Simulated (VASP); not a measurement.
# Ge under changes of volume

One of the cells (19.395 Å³/atom); the others are scaled copies at fixed shape and fractional positions:

```
CELL_PARAMETERS angstrom
-2.51243 2.66842 1.44646
2.51243 -2.66842 1.44646
2.51243 2.66842 -1.44646
ATOMIC_POSITIONS crystal
Ge 0.31406 0.06406 0.25000
Ge 0.68594 0.93594 0.75000
```

This isn't the form of Ge at room conditions, which is diamond.

| Property | Result |
| --- | --- |
| Program | VASP 6.6.1 |
| Functional | PBE |
| Potentials or basis | VASP PAW PBE potentials, release 64 (Ge_d) |
| Cutoff | 520 eV |
| k mesh | 11 × 11 × 11 |
| Occupations | fermi-dirac, width 0.05 eV |
| Spin | no spin polarisation |

```tsv
volume (Å³/atom)	energy over the lowest point (meV/atom)	pressure (GPa)	largest force (eV/Å)
17.874	?	?	?
18.254	14.47	4.5	0.051
18.634	5.84	2.7	0.054
19.395	0.00	-0.2	0.059
19.775	1.94	-1.4	0.060
20.155	6.62	-2.5	0.059
```

**Question.** What does the run at 17.874 Å³/atom give?

**Answer.** Energy over the lowest point 27.52 meV/atom; pressure 6.4 GPa; largest force 0.048 eV/Å.

Worked out: A Birch-Murnaghan fit of order 3 (a polynomial in V^(-2/3)) to the other rows has its minimum at 19.34 Å³/atom with B0 = V·E''(V) = 68 GPa and B' = 5.2 at fixed shape and positions, which overstates the stiffness. It gives 27.57 meV/atom at 17.874 Å³/atom, against the run's 27.52, and -dE/dV = 6.5 GPa, against 6.4.

Energies are extrapolated to zero smearing.
